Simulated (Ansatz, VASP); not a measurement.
# HC5 (H-terminated C(111)) in two plane-wave programs

Aim: how closely do two programs agree when they are given the same cell, functional and k mesh? The structure shown is the end of the VASP relaxation below.

Main program and level: Ansatz 0.2.0; plane waves, with VASP 6.6.1 beside it; single point at PBE and band structure at PBE.

### Step 1. Starting point

The cell holds 12 atoms: 10 C and 2 H. Its edges and angles: a = 2.527 Å, b = 2.527 Å, c = 27.008 Å, α = 90.0°, β = 90.0°, γ = 60.0°. It derives from C. As first built, before any earlier steps moved the atoms: 10 layers of C at this functional's lattice, H on top and H below. Vacuum lies along c.

As a file:

```xyz
12
Lattice="2.5268 0.0000 0.0000 1.2634 2.1883 0.0000 0.0000 0.0000 27.0082" Properties=species:S:1:pos:R:3
C     1.2634    0.7294    9.1388
C     2.5268    1.4588    9.6269
C     2.5268    1.4588   11.1818
C     0.0000    0.0000   11.6967
C     0.0000    0.0000   13.2459
C     1.2634    0.7294   13.7624
C     1.2634    0.7294   15.3115
C     2.5268    1.4588   15.8265
C     2.5268    1.4588   17.3813
C     0.0000    0.0000   17.8694
H     1.2634    0.7294    8.0280
H     0.0000    0.0000   18.9802
```

### Step 2. VASP: relaxation, PBE

This run makes the geometry at which the two programs are then compared.

Lines of VASP's logs that name or quote its potential files are left out, and so is its time.

INCAR reads:

```
SYSTEM = HC5
PREC = Normal
ENCUT = 440
EDIFF = 1E-05
NELM = 120
ISMEAR = 0
SIGMA = 0.03
LREAL = .FALSE.
ALGO = Fast
GGA = PE
NBANDS = 33
LORBIT = 11
LWAVE = .FALSE.
LCHARG = .FALSE.
KPAR = 4
IBRION = 2
NSW = 60
ISIF = 2
EDIFFG = -0.03
POTIM = 0.4
MAXMIX = 40
IDIPOL = 3
LDIPOL = .TRUE.
DIPOL = 0.5 0.5 0.5
```

POSCAR reads:

```
HC5
1.0
    2.5267879902      0.0000000000      0.0000000000
    1.2633939951      2.1882625895      0.0000000000
    0.0000000000      0.0000000000     27.0082334576
C H
10 2
Direct
    0.3333333300      0.3333333300      0.3376748100
    0.6666666700      0.6666666700      0.3567718900
    0.6666666700      0.6666666700      0.4140631300
    0.0000000000      0.0000000000      0.4331602100
    0.0000000000      0.0000000000      0.4904514600
    0.3333333300      0.3333333300      0.5095485400
    0.3333333300      0.3333333300      0.5668397900
    0.6666666700      0.6666666700      0.5859368700
    0.6666666700      0.6666666700      0.6432281100
    0.0000000000      0.0000000000      0.6623251900
    0.3333333300      0.3333333300      0.2962059700
    0.0000000000      0.0000000000      0.7037940300
```

KPOINTS reads:

```
Automatic mesh
0
Gamma
12 12 1
0 0 0
```

PAW data sets: C and H (PBE family, release 64).

Run with:

```
> mpirun -np 4 vasp_std
```

Numbers of over 12 decimals in the logs are rounded to 6 here.

The log of the run:

```text
[banner, memory and clock lines left out]
running    4 mpi-ranks, on    1 nodes
 distrk:  each k-point on    1 cores,    4 groups
 distr:  one band on    1 cores,    1 groups

 POSCAR found type information on POSCAR C H
 POSCAR found :  2 types and      12 ions
 LDA part: xc-table for (Slater+PW92), standard interpolation
 POSCAR, INCAR and KPOINTS ok, starting setup
 FFT: planning ... GRIDC
 FFT: planning ... GRID_SOFT
 FFT: planning ... GRID
 WAVECAR not read
 entering main loop
       N       E                     dE             d eps       ncg     rms          rms(c)
DAV:   1     0.223131541905E+03    0.22313E+03   -0.18398E+04  1254   0.983E+02
DAV:   2    -0.814036634899E+02   -0.30454E+03   -0.28995E+03  1693   0.249E+02
DAV:   3    -0.102244568778E+03   -0.20841E+02   -0.20633E+02  1570   0.675E+01
DAV:   4    -0.102733945503E+03   -0.48938E+00   -0.48793E+00  1924   0.114E+01
DAV:   5    -0.102744501952E+03   -0.10556E-01   -0.10548E-01  1844   0.149E+00    0.133E+01
RMM:   6    -0.994662575530E+02    0.32782E+01   -0.22019E+00  1255   0.668E+00    0.775E+00
RMM:   7    -0.983769293544E+02    0.10893E+01   -0.33759E+00  1258   0.857E+00    0.205E+00
RMM:   8    -0.983618322187E+02    0.15097E-01   -0.24015E-01  1276   0.267E+00    0.365E-01
RMM:   9    -0.983590912277E+02    0.27410E-02   -0.44921E-02  1301   0.104E+00    0.209E-01
RMM:  10    -0.983578195237E+02    0.12717E-02   -0.10181E-02  1310   0.489E-01    0.746E-02
RMM:  11    -0.983577201752E+02    0.99348E-04   -0.34843E-03  1379   0.243E-01    0.600E-02
RMM:  12    -0.983579940882E+02   -0.27391E-03   -0.12149E-03  1321   0.137E-01    0.311E-02
RMM:  13    -0.983586189463E+02   -0.62486E-03   -0.40756E-04  1278   0.784E-02    0.177E-02
RMM:  14    -0.983589235757E+02   -0.30463E-03   -0.15155E-04  1204   0.443E-02    0.102E-02
RMM:  15    -0.983591907176E+02   -0.26714E-03   -0.63622E-05   996   0.241E-02    0.577E-03
RMM:  16    -0.983592362860E+02   -0.45568E-04   -0.14674E-05   898   0.133E-02    0.378E-03
RMM:  17    -0.983593107630E+02   -0.74477E-04   -0.96054E-06   880   0.965E-03    0.169E-03
RMM:  18    -0.983593271933E+02   -0.16430E-04   -0.34791E-06   789   0.586E-03    0.123E-03
RMM:  19    -0.983593489125E+02   -0.21719E-04   -0.27956E-06   657   0.461E-03    0.773E-04
RMM:  20    -0.983593607441E+02   -0.11832E-04   -0.85541E-07   598   0.375E-03    0.808E-04
RMM:  21    -0.983593628761E+02   -0.21320E-05   -0.36743E-07   503   0.294E-03
   1 F= -.98359363E+02 E0= -.98359363E+02  d E =-.983594E+02
[... from here on, the cycles between the ionic steps are left out ...]
   2 F= -.98344147E+02 E0= -.98344147E+02  d E =0.152158E-01
   3 F= -.98381738E+02 E0= -.98381738E+02  d E =-.223747E-01
   4 F= -.98385951E+02 E0= -.98385951E+02  d E =-.421362E-02
   5 F= -.98386797E+02 E0= -.98386797E+02  d E =-.505935E-02
   6 F= -.98388056E+02 E0= -.98388056E+02  d E =-.125883E-02
   7 F= -.98388067E+02 E0= -.98388067E+02  d E =-.126962E-02
   8 F= -.98388258E+02 E0= -.98388258E+02  d E =-.191409E-03
   9 F= -.98388271E+02 E0= -.98388271E+02  d E =-.204372E-03
  10 F= -.98388398E+02 E0= -.98388398E+02  d E =-.127569E-03
  11 F= -.98388734E+02 E0= -.98388734E+02  d E =-.463190E-03
 curvature:  -1.76 expect dE=-0.465E-03 dE for cont linesearch -0.155E-03
 ZBRENT: increasing intervall
 opt :   2.1402  next Energy=   -98.389040 (dE=-0.769E-03)
 bond charge predicted
       N       E                     dE             d eps       ncg     rms          rms(c)
DAV:   1    -0.983889999925E+02   -0.26900E-03   -0.18001E-01  1268   0.235E+00    0.828E-02
RMM:   2    -0.983890687904E+02   -0.68798E-04   -0.20430E-03  1271   0.257E-01    0.196E-02
RMM:   3    -0.983891165998E+02   -0.47809E-04   -0.39652E-04  1315   0.103E-01    0.180E-02
RMM:   4    -0.983891168141E+02   -0.21433E-06   -0.85732E-05  1171   0.457E-02
  12 F= -.98389117E+02 E0= -.98389117E+02  d E =-.845889E-03
 curvature:  -3.47 expect dE=-0.158E-03 dE for cont linesearch -0.386E-04
 trial: gam=-0.09844 g(F)=  0.455E-04 g(S)=  0.000E+00 ort = 0.142E-03 (trialstep = 0.599E+00)
 search vector abs. value=  0.351E-04
 reached required accuracy - stopping structural energy minimisation
```

Parts of OUTCAR (step 2):

```text
ion  position               nearest neighbor table
   1  0.333  0.333  0.338-  11 1.12   2 1.55   2 1.55   2 1.55
   2  0.667  0.667  0.357-   3 1.55   1 1.55   1 1.55   1 1.55
   3  0.667  0.667  0.414-   2 1.55   4 1.55   4 1.55   4 1.55
   4  0.000  0.000  0.433-   3 1.55   3 1.55   3 1.55   5 1.55
   5  0.000  0.000  0.490-   6 1.55   6 1.55   6 1.55   4 1.55
   6  0.333  0.333  0.510-   5 1.55   5 1.55   5 1.55   7 1.55
   7  0.333  0.333  0.567-   8 1.55   8 1.55   8 1.55   6 1.55
   8  0.667  0.667  0.586-   9 1.55   7 1.55   7 1.55   7 1.55
   9  0.667  0.667  0.643-   8 1.55  10 1.55  10 1.55  10 1.55
  10  0.000  0.000  0.662-  12 1.12   9 1.55   9 1.55   9 1.55
  11  0.333  0.333  0.296-   1 1.12
  12  0.000  0.000  0.704-  10 1.12

  LATTYP: Found a hexagonal cell.
 ALAT       =     2.5267879902
 C/A-ratio  =    10.6887612108

 Subroutine GETGRP returns: Found 12 space group operations
 (whereof  6 operations were pure point group operations)

The static configuration has the point symmetry C_3v.
 The point group associated with its full space group is D_3d.

 Found     19 irreducible k-points:

   k-points           NKPTS =     19   k-points in BZ     NKDIM =     19   number of bands    NBANDS=     33

   dimension x,y,z NGX =    14 NGY =   14 NGZ =  140
   dimension x,y,z NGXF=    28 NGYF=   28 NGZF=  280

   ENCUT  =  440.0 eV  32.34 Ry    5.69 a.u.   4.32  4.32 46.19*2*pi/ulx,y,z

   NELECT =      42.0000    total number of electrons

 k-points in reciprocal lattice and weights: Automatic mesh
   0.00000000  0.00000000  0.00000000       0.007
   0.08333333 -0.00000000  0.00000000       0.042
   0.16666667 -0.00000000  0.00000000       0.042
   0.25000000 -0.00000000  0.00000000       0.042
   0.33333333 -0.00000000  0.00000000       0.042
   0.41666667 -0.00000000  0.00000000       0.042
   0.50000000 -0.00000000  0.00000000       0.021
   0.16666667  0.08333333  0.00000000       0.042
   0.25000000  0.08333333  0.00000000       0.083
[...]
-0.41666667  0.25000000  0.00000000       0.083
  -0.33333333  0.33333333  0.00000000       0.014

 dipolmoment           0.000000      0.000000     -0.000008 electrons x Angstroem

 average (electrostatic) potential at core
       1 -53.1506       2 -53.2976       3 -53.3105       4 -53.3137       5 -53.3217
       6 -53.3218       7 -53.3138       8 -53.3106       9 -53.2978      10 -53.1508
      11 -36.2776      12 -36.2776

 E-fermi :   1.7073

 k-point     1 :       0.0000    0.0000    0.0000
  band No.  band energies     occupation
    ...
     17       0.7448      2.00000
     18       0.8890      2.00000
     19       0.8890      2.00000
     20       1.5348      2.00000
     21       1.5348      2.00000
     22       4.2738      0.00000
     23       4.3469      0.00000
     24       5.2223      0.00000
     25       5.8663      0.00000
     26       6.9790      0.00000
    ...

 k-point     2 :       0.0833   -0.0000    0.0000
  band No.  band energies     occupation
    ...
     17       0.1172      2.00000
     18       0.6109      2.00000
     19       0.6227      2.00000
     20       0.8797      2.00000
     21       1.2924      2.00000
     22       4.4499      0.00000
     23       4.4926      0.00000
     24       5.4110      0.00000
     25       6.0688      0.00000
     26       7.0922      0.00000
    ...

 k-point     3 :       0.1667   -0.0000    0.0000
  band No.  band energies     occupation
    ...
     17      -0.8814      2.00000
     18      -0.8747      2.00000
     19      -0.0463      2.00000
     20       0.4043      2.00000
     21       0.6667      2.00000
     22       4.9361      0.00000
     23       4.9569      0.00000
     24       6.0006      0.00000
     25       6.6335      0.00000
     26       7.1698      0.00000
    ...

  Total       -0.1973982     -0.1973982     -0.7245852      0.0000000      0.0000000     -0.0000000
  in kB       -2.1178211     -2.1178211     -7.7738408      0.0000000      0.0000000     -0.0000000
  external PRESSURE =      -4.0031610 kB  Pullay stress =       0.0000000 kB

  energy-cutoff  :      440.00
  volume of cell :      149.34
      direct lattice vectors                 reciprocal lattice vectors
     2.526787990  0.000000000  0.000000000     0.395759361 -0.228491774  0.000000000
     1.263393995  2.188262589  0.000000000     0.000000000  0.456983547  0.000000000
     0.000000000  0.000000000 27.008233458     0.000000000  0.000000000  0.037025746

 POSITION                                       TOTAL-FORCE (eV/Angst)
 -----------------------------------------------------------------------------------
      1.26339      0.72942      9.13884        -0.000000     -0.000000     -0.002169
      2.52679      1.45884      9.62690        -0.000000     -0.000000      0.001884
      2.52679      1.45884     11.18178        -0.000000      0.000000      0.000030
      0.00000      0.00000     11.69675         0.000000      0.000000      0.015186
      0.00000      0.00000     13.24587        -0.000000     -0.000000      0.013827
      1.26339      0.72942     13.76236         0.000000      0.000000     -0.013827
      1.26339      0.72942     15.31149        -0.000000     -0.000000     -0.015186
      2.52679      1.45884     15.82645         0.000000      0.000000     -0.000030
      2.52679      1.45884     17.38133         0.000000      0.000000     -0.001884
      2.52679      0.00000     17.86939         0.000000      0.000000      0.002169
      1.26339      0.72942      8.02801        -0.000000     -0.000000      0.012607
      0.00000      0.00000     18.98022         0.000000      0.000000     -0.012607
 -----------------------------------------------------------------------------------
    total drift:                               -0.000004     -0.000002     -0.001038

  FREE ENERGIE OF THE ION-ELECTRON SYSTEM (eV)
  ---------------------------------------------------
  free  energy   TOTEN  =       -98.3891168141 eV

  energy  without entropy=      -98.3891168141  energy(sigma->0) =      -98.38911681

 reached required accuracy - stopping structural energy minimisation

 vacuum level on the upper side and lower side of the slab         4.905         4.906

 total charge
# of ion       s       p       d       tot
------------------------------------------
    1        0.839   1.758   0.000   2.597
    2        0.829   1.744   0.000   2.573
    3        0.831   1.740   0.000   2.571
    4        0.831   1.743   0.000   2.574
    5        0.830   1.742   0.000   2.572
    6        0.830   1.742   0.000   2.572
    7        0.831   1.743   0.000   2.574
    8        0.831   1.740   0.000   2.571
    9        0.829   1.744   0.000   2.573
   10        0.839   1.758   0.000   2.597
   11        0.646   0.041   0.000   0.686
   12        0.646   0.041   0.000   0.686
--------------------------------------------------
tot          9.610  17.534   0.000  27.144

[... 3 further parts left out ...]
```

(Continued in part 2 of 2.)

[Lines on the potential files, build, host, timing and source positions are cut from VASP's logs without a mark.]

[Logs are printed without paths, hosts, clocks, repeated set-up lines and the standing remarks that a program may print on its own settings, such as how far it seeks lower states.]

[Hosts, paths, dates, database ids (printed as entryN), source tags and the programs' standing remarks are cut or masked in the printed files.]
